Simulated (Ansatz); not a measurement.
Geometry optimisation in Ansatz: input, command and trajectory.

```yaml
crystal:
  lattice:
    - [4.1466418803, 0.0, 0.0]
    - [-2.0733209401, 3.5910972087, 0.0]
    - [0.0, 0.0, 4.8117599411]
  atoms:
    - { symbol: Si, position: [0.3333333333, 0.6666666667, 0.75] }
    - { symbol: Si, position: [0.6666666667, 0.3333333333, 0.25] }
    - { symbol: Ni, position: [0.0, 0.0, 0.0] }
    - { symbol: Ni, position: [0.0, 0.0, 0.5] }
    - { symbol: Ni, position: [0.3333333333, 0.6666666667, 0.25] }
    - { symbol: Ni, position: [0.6666666667, 0.3333333333, 0.75] }
basis:
  ecutwfc: 420
kpoints:
  mp_grid: { grid: [12, 12, 8] }
hamiltonian:
  xc: pbe
scf:
  occupations: { method: gaussian, width: 0.1 }
output:
  forces: true
  stress: true
  eigenvalues: true
relax:
  adjacent_minimum: "off"
  f_tol: 0.008
  max_steps: 40
  cell: { stress_tol: 0.015, fix: [a, b, gamma] }
```

```bash
ansatz run input.yaml --threads 1 --pin off --max-ram 2560MiB --backend cpu --events-out ev --progress --plain --runs-dir out
```

Method: DFT PBE, scalar-relativistic, plane waves, PAW (Ansatz 0.2.0).

Of 5 frames 4 are shown, positions in Å and forces in eV/Å; the SCF threshold varies from step to step. Steps run on the plane waves of an earlier cell, with a Pulay correction in the pressure. The basis is chosen afresh for the last frame, the zero of the energies, and at times for earlier ones too; energy and pressure step there, also at an unchanged geometry. Spin polarisation was left out; whether the Ni atoms would carry moments isn't shown by this run.

```xyz
6
Lattice="4.1466 0.0000 0.0000 -2.0733 3.5911 0.0000 0.0000 0.0000 4.8118" Properties=species:S:1:pos:R:3:forces:R:3 pbc="T T T" step=1 free_energy_over_end_meV_per_atom=0.43 pressure_GPa=-13.26
Si    0.0000    2.3941    3.6088    0.0000    0.0000    0.0000
Si    2.0733    1.1970    1.2029    0.0000    0.0000    0.0000
Ni    0.0000    0.0000    0.0000    0.0000    0.0000    0.0000
Ni    0.0000    0.0000    2.4059    0.0000    0.0000    0.0000
Ni    0.0000    2.3941    1.2029    0.0000    0.0000    0.0000
Ni    2.0733    1.1970    3.6088    0.0000    0.0000    0.0000
6
Lattice="4.1466 0.0000 0.0000 -2.0733 3.5911 0.0000 0.0000 0.0000 4.8245" Properties=species:S:1:pos:R:3:forces:R:3 pbc="T T T" step=2 free_energy_over_end_meV_per_atom=0.13 pressure_GPa=-13.69
Si    0.0000    2.3941    3.6184    0.0000    0.0000    0.0000
Si    2.0733    1.1970    1.2061    0.0000    0.0000    0.0000
Ni    0.0000    0.0000    0.0000    0.0000    0.0000    0.0000
Ni    0.0000    0.0000    2.4123    0.0000    0.0000    0.0000
Ni    0.0000    2.3941    1.2061    0.0000    0.0000    0.0000
Ni    2.0733    1.1970    3.6184    0.0000    0.0000    0.0000
6
Lattice="4.1466 0.0000 0.0000 -2.0733 3.5911 0.0000 0.0000 0.0000 4.8384" Properties=species:S:1:pos:R:3:forces:R:3 pbc="T T T" step=3 free_energy_over_end_meV_per_atom=0.02 pressure_GPa=-14.14
Si    0.0000    2.3941    3.6288    0.0000    0.0000    0.0000
Si    2.0733    1.1970    1.2096    0.0000    0.0000    0.0000
Ni    0.0000    0.0000    0.0000    0.0000    0.0000    0.0000
Ni    0.0000    0.0000    2.4192    0.0000    0.0000    0.0000
Ni    0.0000    2.3941    1.2096    0.0000    0.0000    0.0000
Ni    2.0733    1.1970    3.6288    0.0000    0.0000    0.0000
6
Lattice="4.1466 0.0000 0.0000 -2.0733 3.5911 0.0000 0.0000 0.0000 4.8388" Properties=species:S:1:pos:R:3:forces:R:3 pbc="T T T" step=5 free_energy_over_end_meV_per_atom=0.00 pressure_GPa=-14.16
Si    0.0000    2.3941    3.6291    0.0000    0.0000    0.0000
Si    2.0733    1.1970    1.2097    0.0000    0.0000    0.0000
Ni    0.0000    0.0000    0.0000    0.0000    0.0000    0.0000
Ni    0.0000    0.0000    2.4194    0.0000    0.0000    0.0000
Ni    0.0000    2.3941    1.2097    0.0000    0.0000    0.0000
Ni    2.0733    1.1970    3.6291    0.0000    0.0000    0.0000
```

The run took 96 s on 1 thread of Intel(R) Xeon(R) Platinum 8259CL CPU @ 2.50GHz (Skylake/Cascade Lake), on a shared host, peak memory 0.59 GiB.